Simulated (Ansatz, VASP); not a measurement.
# BN in two plane-wave programs

Aim: how closely do two programs agree when they are given the same cell, functional and k mesh? The cell is a member of a volume series, scaled by 0.94 from a relaxed one, so a pressure remains.

Program: Ansatz 0.2.0. Level of theory: plane waves, with VASP 6.6.1 beside it; zone-centre phonons at LDA. Results are calculated unless marked as measured.

### 1. Set-up

Symmetry: F-43m, No. 216, cubic system. Conventional cell: a = 3.509 Å, b = 3.509 Å, c = 3.509 Å, α = 90.00°, β = 90.00°, γ = 90.00°. B has 4 N at 1.52 Å nearest. Nearest to N lie 4 B at 1.52 Å. Farther neighbours and most contacts between anions are not listed.

Structure file:

```xyz
2
Lattice="0.0000 1.7547 1.7547 1.7547 0.0000 1.7547 1.7547 1.7547 0.0000" Properties=species:S:1:pos:R:3 pbc="T T T"
B     0.0000    0.0000    0.0000
N     0.8774    0.8774    0.8774
```

### 2. VASP: zone-centre phonons, LDA, volume scaled by 0.94

Second derivatives magnify differences that forces hide, and they need a tight electronic threshold.

Lines of VASP's logs that name or quote its potential files are left out, and so is its time.

Contents of INCAR:

```
SYSTEM = BN
PREC = Accurate
ENCUT = 600
EDIFF = 1E-08
NELM = 120
ISMEAR = 0
SIGMA = 0.02
LREAL = .FALSE.
ALGO = Normal
GGA = CA
NBANDS = 10
LASPH = .TRUE.
LWAVE = .FALSE.
LCHARG = .FALSE.
KPAR = 4
LEPSILON = .TRUE.
IBRION = 8
NSW = 1
```

Contents of POSCAR:

```
BN
1.0
    0.0000000000      1.7547448303      1.7547448303
    1.7547448303      0.0000000000      1.7547448303
    1.7547448303      1.7547448303      0.0000000000
B N
1 1
Direct
    0.0000000000      0.0000000000      0.0000000000
    0.2500000000      0.2500000000      0.2500000000
```

Contents of KPOINTS:

```
Automatic mesh
0
Gamma
11 11 11
0 0 0
```

The projector-augmented-wave data sets are B and N (LDA family, release 64).

Launch:

```
$ mpirun -np 4 vasp_std
```

Numbers of over 12 decimals in the logs are rounded to 6 here.

Output:

```text
[banner, memory and clock lines left out]
running    4 mpi-ranks, on    1 nodes
 distrk:  each k-point on    1 cores,    4 groups
 distr:  one band on    1 cores,    1 groups

 POSCAR found type information on POSCAR B N
 POSCAR found :  2 types and       2 ions
 LDA part: xc-table for (Slater(with rela. corr.)+CA(PZ))
 , standard interpolation
 POSCAR, INCAR and KPOINTS ok, starting setup
 FFT: planning ... GRIDC
 FFT: planning ... GRID_SOFT
 FFT: planning ... GRID
 WAVECAR not read
 entering main loop
       N       E                     dE             d eps       ncg     rms          rms(c)
DAV:   1     0.108942719356E+02    0.10894E+02   -0.56098E+03  1184   0.897E+02
DAV:   2    -0.202177540235E+02   -0.31112E+02   -0.29866E+02  1366   0.172E+02
DAV:   3    -0.206636225548E+02   -0.44587E+00   -0.44525E+00  1320   0.180E+01
DAV:   4    -0.206641298059E+02   -0.50725E-03   -0.50723E-03  1226   0.722E-01
DAV:   5    -0.206641302520E+02   -0.44613E-06   -0.44613E-06  1282   0.213E-02    0.700E+00
DAV:   6    -0.195352424481E+02    0.11289E+01   -0.32735E+00  1144   0.116E+01    0.336E+00
DAV:   7    -0.193910301424E+02    0.14421E+00   -0.13378E-01  1234   0.309E+00    0.186E+00
DAV:   8    -0.193571567343E+02    0.33873E-01   -0.53481E-02  1254   0.168E+00    0.217E-01
DAV:   9    -0.193570132353E+02    0.14350E-03   -0.81944E-04  1212   0.284E-01    0.850E-02
DAV:  10    -0.193569985495E+02    0.14686E-04   -0.38077E-05  1282   0.636E-02    0.141E-02
DAV:  11    -0.193569989714E+02   -0.42195E-06   -0.14965E-06  1266   0.914E-03    0.587E-03
DAV:  12    -0.193569989101E+02    0.61325E-07   -0.40964E-07  1228   0.416E-03    0.224E-04
DAV:  13    -0.193569989108E+02   -0.74965E-09   -0.63146E-09   708   0.823E-04
   1 F= -.19356999E+02 E0= -.19356999E+02  d E =-.202184E-27
 Linear response reoptimize wavefunctions to high precision
DAV:   1    -0.193569989109E+02   -0.44679E-10   -0.17591E-10   776   0.157E-04
 Linear response G [H, r] |phi>, progress :
  Direction:   1
       N       E                     dE             d eps       ncg     rms
RMM:   1    -0.375352595458E+02   -0.37535E+02   -0.30500E+01  2548   0.501E+01
RMM:   2    -0.320725175157E+02    0.54627E+01   -0.40028E-01  1786   0.869E+00
RMM:   3    -0.321211816783E+02   -0.48664E-01    0.31420E-02  1897   0.337E-01
RMM:   4    -0.321242912105E+02   -0.31095E-02    0.18808E-03  1980   0.187E-02
RMM:   5    -0.321244682857E+02   -0.17708E-03    0.11556E-04  1926   0.135E-03
RMM:   6    -0.321244789193E+02   -0.10634E-04    0.92216E-06  1642   0.258E-04
RMM:   7    -0.321244800866E+02   -0.11673E-05   -0.32222E-06  1426   0.191E-04
RMM:   8    -0.321244800493E+02    0.37323E-07   -0.24374E-06  1422   0.191E-04
RMM:   9    -0.321244800694E+02   -0.20088E-07   -0.18536E-06  1366   0.190E-04
RMM:  10    -0.321244800534E+02    0.15961E-07   -0.14418E-06  1200   0.191E-04
 Linear response G [H, r] |phi>, progress :
  Direction:   2
       N       E                     dE             d eps       ncg     rms
RMM:   1    -0.349744486442E+02   -0.34974E+02   -0.23749E+01  2551   0.475E+01
RMM:   2    -0.325751814230E+02    0.23993E+01   -0.95893E-02  1783   0.746E+00
RMM:   3    -0.326236536474E+02   -0.48472E-01    0.31899E-02  1903   0.287E-01
RMM:   4    -0.326267556704E+02   -0.31020E-02    0.18756E-03  2024   0.159E-02
RMM:   5    -0.326269321495E+02   -0.17648E-03    0.11445E-04  1926   0.114E-03
RMM:   6    -0.326269427425E+02   -0.10593E-04    0.85219E-06  1662   0.229E-04
RMM:   7    -0.326269439201E+02   -0.11776E-05   -0.23323E-06  1454   0.174E-04
RMM:   8    -0.326269438832E+02    0.36945E-07   -0.17986E-06  1482   0.175E-04
RMM:   9    -0.326269439017E+02   -0.18493E-07   -0.21268E-06  1452   0.174E-04
RMM:  10    -0.326269438843E+02    0.17359E-07   -0.19820E-06  1324   0.175E-04
 Linear response G [H, r] |phi>, progress :
  Direction:   3
       N       E                     dE             d eps       ncg     rms
RMM:   1    -0.250712605517E+02   -0.25071E+02    0.77028E+01  2403   0.505E+01
RMM:   2    -0.237445546385E+02    0.13267E+01   -0.81497E-01  1774   0.822E+00
RMM:   3    -0.237490171557E+02   -0.44625E-02   -0.22694E-03  1915   0.353E-01
RMM:   4    -0.237490139084E+02    0.32473E-05   -0.10288E-05  1989   0.213E-02
RMM:   5    -0.237490137820E+02    0.12646E-06    0.66319E-08  1891   0.165E-03
RMM:   6    -0.237490137998E+02   -0.17821E-07   -0.13679E-07  1611   0.260E-04
RMM:   7    -0.237490138019E+02   -0.21235E-08   -0.43901E-07  1368   0.161E-04
RMM:   8    -0.237490138018E+02    0.91742E-10   -0.32838E-08  1331   0.159E-04
 Linear response to external field (no local field effect), progress :
  Direction:   1
       N       E                     dE             d eps       ncg     rms          rms(c)
RMM:   1    -0.129317690633E+00   -0.12932E+00   -0.38493E-01  2521   0.191E+00
RMM:   2    -0.129612867250E+00   -0.29518E-03   -0.25523E-04  1818   0.132E-01
RMM:   3    -0.129613412445E+00   -0.54520E-06   -0.31026E-07  1840   0.426E-03
RMM:   4    -0.129613414085E+00   -0.16404E-08   -0.29201E-10  1651   0.185E-04
 change of polarisation eV/A/(eV/A) component  1 :     0.259     0.109     0.029
 dielectric tensor                  component  1 :     5.341     1.823     0.489
 Linear response to external field (no local field effect), progress :
  Direction:   2
[...]
RMM:   3    -0.700997877359E-01   -0.39219E-06   -0.21357E-07  1808   0.358E-03
RMM:   4    -0.700997881930E-01   -0.45709E-09   -0.73658E-10  1645   0.164E-04
 change of polarisation eV/A/(eV/A) component  3 :     0.029    -0.036     0.140
 dielectric tensor                  component  3 :     0.488    -0.611     3.348
 Linear response to external field, progress :
  Direction:   1
       N       E                     dE             d eps       ncg     rms          rms(c)
RMM:   1    -0.109163959116E+00   -0.10916E+00   -0.31486E-01  9692   0.177E+00
RMM:   2    -0.109432034285E+00   -0.26808E-03   -0.22155E-04  7006   0.124E-01    0.546E-01
RMM:   3    -0.107316448096E+00    0.21156E-02   -0.88763E-04  6850   0.232E-01    0.320E-01
RMM:   4    -0.110508616229E+00   -0.31922E-02   -0.12673E-03  7064   0.277E-01    0.371E-02
RMM:   5    -0.110947174850E+00   -0.43856E-03   -0.13272E-05  7146   0.299E-02    0.375E-03
RMM:   6    -0.110958752454E+00   -0.11578E-04   -0.32345E-08  7286   0.151E-03    0.203E-03
RMM:   7    -0.110966209096E+00   -0.74566E-05   -0.66290E-09  7230   0.736E-04    0.839E-05
RMM:   8    -0.110966410959E+00   -0.20186E-06    0.50082E-10  4256   0.362E-05    0.229E-05
RMM:   9    -0.110966386527E+00    0.24432E-07    0.38131E-10  3942   0.431E-05    0.207E-06
 change of polarisation eV/A/(eV/A) component  1 :     0.210     0.039     0.026
 dielectric tensor                  component  1 :     4.516     0.651     0.428
 Linear response to external field, progress :
  Direction:   2
       N       E                     dE             d eps       ncg     rms          rms(c)
RMM:   1    -0.109163955627E+00   -0.10916E+00   -0.31486E-01  9695   0.177E+00
RMM:   2    -0.109432037932E+00   -0.26808E-03   -0.21988E-04  7006   0.124E-01    0.546E-01
RMM:   3    -0.107316483742E+00    0.21156E-02   -0.88692E-04  6854   0.232E-01    0.320E-01
RMM:   4    -0.110508532722E+00   -0.31920E-02   -0.12661E-03  7064   0.277E-01    0.371E-02
RMM:   5    -0.110947098634E+00   -0.43857E-03   -0.13284E-05  7147   0.299E-02    0.375E-03
RMM:   6    -0.110958671194E+00   -0.11573E-04   -0.34040E-08  7285   0.151E-03    0.203E-03
RMM:   7    -0.110966129474E+00   -0.74583E-05   -0.66605E-09  7232   0.736E-04    0.837E-05
RMM:   8    -0.110966325540E+00   -0.19607E-06   -0.25424E-11  4222   0.352E-05    0.225E-05
RMM:   9    -0.110966305952E+00    0.19588E-07    0.79393E-10  3973   0.436E-05    0.231E-06
 change of polarisation eV/A/(eV/A) component  2 :     0.030     0.210     0.024
 dielectric tensor                  component  2 :     0.503     4.516     0.394
 Linear response to external field, progress :
  Direction:   3
       N       E                     dE             d eps       ncg     rms          rms(c)
RMM:   1    -0.109164334304E+00   -0.10916E+00   -0.31486E-01  9693   0.177E+00
RMM:   2    -0.109432042472E+00   -0.26771E-03   -0.22016E-04  7006   0.124E-01    0.546E-01
RMM:   3    -0.107316449447E+00    0.21156E-02   -0.88729E-04  6848   0.232E-01    0.320E-01
RMM:   4    -0.110508537794E+00   -0.31921E-02   -0.12668E-03  7064   0.277E-01    0.371E-02
RMM:   5    -0.110947089146E+00   -0.43855E-03   -0.13269E-05  7144   0.299E-02    0.375E-03
RMM:   6    -0.110958675587E+00   -0.11586E-04   -0.32589E-08  7282   0.151E-03    0.203E-03
RMM:   7    -0.110966132017E+00   -0.74564E-05   -0.67142E-09  7234   0.736E-04    0.838E-05
RMM:   8    -0.110966330160E+00   -0.19814E-06    0.47278E-11  4228   0.355E-05    0.226E-05
RMM:   9    -0.110966308912E+00    0.21247E-07    0.82566E-10  3966   0.436E-05    0.228E-06
 change of polarisation eV/A/(eV/A) component  3 :     0.025     0.040     0.210
 dielectric tensor                  component  3 :     0.412     0.668     4.516
 Linear response DOF=           2
 Linear response progress:
  Degree of freedom:   1/  2
       N       E                     dE             d eps       ncg     rms          rms(c)
RMM:   1    -0.438900956536E-01   -0.43890E-01   -0.31379E-02 10844   0.138E+00
RMM:   2    -0.378303593296E-01    0.60597E-02   -0.33675E-03  6662   0.247E-01    0.163E-01
RMM:   3    -0.375400885622E-01    0.29027E-03   -0.69536E-04  6877   0.891E-02    0.909E-02
RMM:   4    -0.378593577538E-01   -0.31927E-03   -0.64148E-04  6871   0.101E-01    0.814E-03
RMM:   5    -0.378144453292E-01    0.44912E-04   -0.68962E-05  7088   0.777E-03    0.122E-03
RMM:   6    -0.378064722794E-01    0.79730E-05   -0.56354E-06  7110   0.514E-04    0.470E-04
RMM:   7    -0.378037007902E-01    0.27715E-05    0.57566E-08  7208   0.404E-04    0.428E-05
RMM:   8    -0.378038396677E-01   -0.13888E-06   -0.51076E-07  7224   0.308E-05    0.118E-05
RMM:   9    -0.378037767882E-01    0.62880E-07   -0.47152E-07  7331   0.152E-05    0.786E-07
RMM:  10    -0.378037816867E-01   -0.48986E-08   -0.52058E-07  4876   0.801E-06    0.396E-07
RMM:  11    -0.378037822174E-01   -0.53063E-09   -0.53451E-07  4098   0.803E-06    0.413E-08
 first order change of Fermi-energy   0.54561E-04
 force on displaced ion       1 direction 1 : -29.726  -0.000  -0.000
 Born effective charge ion    1 direction 1 :   1.844   0.000   0.000
 Linear response progress:
  Degree of freedom:   2/  2
       N       E                     dE             d eps       ncg     rms          rms(c)
RMM:   1    -0.231939378697E+00   -0.23194E+00    0.94393E-02  8701   0.334E+00
RMM:   2    -0.225101165459E+00    0.68382E-02   -0.16533E-03  6674   0.436E-01    0.249E-01
RMM:   3    -0.226090234192E+00   -0.98907E-03   -0.38643E-04  6435   0.175E-01    0.133E-01
RMM:   4    -0.228274933567E+00   -0.21847E-02   -0.37413E-04  6248   0.170E-01    0.242E-02
RMM:   5    -0.228357976262E+00   -0.83043E-04   -0.71008E-07  7164   0.244E-02    0.900E-04
RMM:   6    -0.228368759995E+00   -0.10784E-04    0.75851E-07  6972   0.122E-03    0.391E-04
RMM:   7    -0.228366916844E+00    0.18432E-05    0.18424E-07  7259   0.379E-04    0.474E-05
RMM:   8    -0.228366788932E+00    0.12791E-06   -0.24100E-07  7144   0.323E-05    0.198E-05
RMM:   9    -0.228366717836E+00    0.71096E-07   -0.25266E-07  7428   0.274E-05    0.863E-07
RMM:  10    -0.228366714651E+00    0.31853E-08   -0.23830E-07  5470   0.148E-05    0.336E-07
RMM:  11    -0.228366715202E+00   -0.55133E-09   -0.23826E-07  4978   0.149E-05    0.174E-08
 first order change of Fermi-energy   0.89983E-04
 force on displaced ion       2 direction 1 : -29.730   0.000   0.000
 Born effective charge ion    2 direction 1 :  -1.844   0.000   0.000
 Born effective charges drift removed
 Linear response finished
```

OUTCAR, selected parts (step 2):

```text
ion  position               nearest neighbor table
   1  0.000  0.000  0.000-   2 1.52   2 1.52   2 1.52   2 1.52
   2  0.250  0.250  0.250-   1 1.52   1 1.52   1 1.52   1 1.52

  LATTYP: Found a face centered cubic cell.
 ALAT       =     3.5094896606

 Subroutine GETGRP returns: Found 24 space group operations
 (whereof 24 operations were pure point group operations)

The static configuration has the point symmetry T_d .

 Found     56 irreducible k-points:

   k-points           NKPTS =     56   k-points in BZ     NKDIM =     56   number of bands    NBANDS=     10

   dimension x,y,z NGX =    20 NGY =   20 NGZ =   20
   dimension x,y,z NGXF=    40 NGYF=   40 NGZF=   40

   ENCUT  =  600.0 eV  44.10 Ry    6.64 a.u.   4.96  4.96  4.96*2*pi/ulx,y,z

   NELECT =       8.0000    total number of electrons

 k-points in reciprocal lattice and weights: Automatic mesh
   0.00000000  0.00000000  0.00000000       0.001
   0.09090909  0.00000000  0.00000000       0.006
   0.18181818  0.00000000  0.00000000       0.006
   0.27272727  0.00000000  0.00000000       0.006
   0.36363636  0.00000000  0.00000000       0.006
   0.45454545  0.00000000  0.00000000       0.006
   0.09090909  0.09090909  0.00000000       0.005
   0.18181818  0.09090909  0.00000000       0.018
   0.27272727  0.09090909  0.00000000       0.018
[...]
-0.36363636  0.45454545  0.18181818       0.018
  -0.27272727  0.45454545  0.18181818       0.018

 average (electrostatic) potential at core
       1 -28.3279       2 -59.0578

  Total        1.8834516      1.8834516      1.8834516      0.0000000     -0.0000000      0.0000000
  in kB      279.2499766    279.2499766    279.2499766      0.0000000     -0.0000000      0.0000000
  external PRESSURE =     279.2499766 kB  Pullay stress =       0.0000000 kB

  energy-cutoff  :      600.00
  volume of cell :       10.81
      direct lattice vectors                 reciprocal lattice vectors
     0.000000000  1.754744830  1.754744830    -0.284941714  0.284941714  0.284941714
     1.754744830  0.000000000  1.754744830     0.284941714 -0.284941714  0.284941714
     1.754744830  1.754744830  0.000000000     0.284941714  0.284941714 -0.284941714

 POSITION                                       TOTAL-FORCE (eV/Angst)
 -----------------------------------------------------------------------------------
      0.00000      0.00000      0.00000        -0.000000     -0.000000     -0.000000
      0.87737      0.87737      0.87737         0.000000      0.000000      0.000000
 -----------------------------------------------------------------------------------
    total drift:                               -0.000000     -0.000000     -0.000000

 MACROSCOPIC STATIC DIELECTRIC TENSOR (including local field effects in DFT)
 ------------------------------------------------------
           4.515840    -0.000000    -0.000000
          -0.000000     4.515840    -0.000000
           0.000000    -0.000000     4.515840
 ------------------------------------------------------

 PIEZOELECTRIC TENSOR (including local field effects)  for field in x, y, z        (C/m^2)
          XX          YY          ZZ          XY          YZ          ZX
  --------------------------------------------------------------------------------
  x     0.00000     0.00000     0.00000     0.00000    -1.02932     0.00000
  y    -0.00000    -0.00000     0.00000     0.00000     0.00000    -1.02932
  z     0.00000     0.00000     0.00000    -1.02932     0.00000     0.00000

 BORN EFFECTIVE CHARGES (including local field effects) (in |e|, cummulative output)
 ---------------------------------------------------------------------------------
 ion    1
    1     1.84387     0.00000     0.00000
    2     0.00000     1.84387     0.00000
    3    -0.00000    -0.00000     1.84387
 ion    2
    1    -1.84387     0.00000     0.00000
    2     0.00000    -1.84387    -0.00000
    3     0.00000     0.00000    -1.84387

 Eigenvectors and eigenvalues of the dynamical matrix
 ----------------------------------------------------

   1 f  =   34.510313 THz   216.834690 2PiTHz 1151.140126 cm-1   142.723121 meV
             X         Y         Z           dx          dy          dz
      0.000000  0.000000  0.000000     0.751163   -0.000000    0.000000
      0.877372  0.877372  0.877372    -0.660117   -0.000000    0.000000

   2 f  =   34.510313 THz   216.834690 2PiTHz 1151.140126 cm-1   142.723121 meV
             X         Y         Z           dx          dy          dz
      0.000000  0.000000  0.000000    -0.000000    0.751163   -0.000000
      0.877372  0.877372  0.877372     0.000000   -0.660117   -0.000000

   3 f  =   34.510313 THz   216.834690 2PiTHz 1151.140126 cm-1   142.723121 meV
             X         Y         Z           dx          dy          dz
      0.000000  0.000000  0.000000     0.000000    0.000000    0.751163
      0.877372  0.877372  0.877372     0.000000    0.000000   -0.660117

   4 f/i=    0.001311 THz     0.008240 2PiTHz    0.043743 cm-1     0.005423 meV
             X         Y         Z           dx          dy          dz
      0.000000  0.000000  0.000000     0.141185   -0.514859    0.388255
      0.877372  0.877372  0.877372     0.160658   -0.585870    0.441804

   5 f/i=    0.001311 THz     0.008240 2PiTHz    0.043743 cm-1     0.005423 meV
             X         Y         Z           dx          dy          dz
      0.000000  0.000000  0.000000    -0.327836    0.284945    0.497076
      0.877372  0.877372  0.877372    -0.373053    0.324245    0.565634

   6 f/i=    0.001311 THz     0.008240 2PiTHz    0.043743 cm-1     0.005423 meV
             X         Y         Z           dx          dy          dz
      0.000000  0.000000  0.000000    -0.555288   -0.299135   -0.194752
      0.877372  0.877372  0.877372    -0.631875   -0.340392   -0.221614

 MACROSCOPIC STATIC DIELECTRIC TENSOR IONIC CONTRIBUTION
 ------------------------------------------------------
           1.915098     0.000000    -0.000000
           0.000000     1.915098     0.000000
          -0.000000     0.000000     1.915098
 ------------------------------------------------------

 ELASTIC MODULI CONTR FROM IONIC RELAXATION (kBar)
 Direction    XX          YY          ZZ          XY          YZ          ZX
 --------------------------------------------------------------------------------
 XX          -0.0000      0.0000      0.0000     -0.0000      0.0000     -0.0000
 YY           0.0000     -0.0000      0.0000     -0.0000     -0.0000      0.0000
 ZZ           0.0000      0.0000     -0.0000      0.0000     -0.0000     -0.0000
 XY          -0.0000     -0.0000      0.0000   -182.1933      0.0000      0.0000
 YZ           0.0000     -0.0000     -0.0000      0.0000   -182.1933      0.0000
 ZX          -0.0000      0.0000     -0.0000      0.0000      0.0000   -182.1933
 --------------------------------------------------------------------------------

 PIEZOELECTRIC TENSOR IONIC CONTR  for field in x, y, z        (C/m^2)
          XX          YY          ZZ          XY          YZ          ZX
  --------------------------------------------------------------------------------
  x    -0.00000     0.00000     0.00000     0.00000     0.55582     0.00000
  y     0.00000    -0.00000     0.00000     0.00000     0.00000     0.55582
  z     0.00000     0.00000    -0.00000     0.55582    -0.00000    -0.00000
```

(Part 1 of 2 ends here.)

[Lines on the potential files, build, host, timing and source positions are cut from VASP's logs without a mark.]

[Logs are printed without paths, hosts, clocks, repeated set-up lines and the standing remarks that a program may print on its own settings, such as how far it seeks lower states.]

[Hosts, paths, dates, database ids (printed as entryN), source tags and the programs' standing remarks are cut or masked in the printed files.]
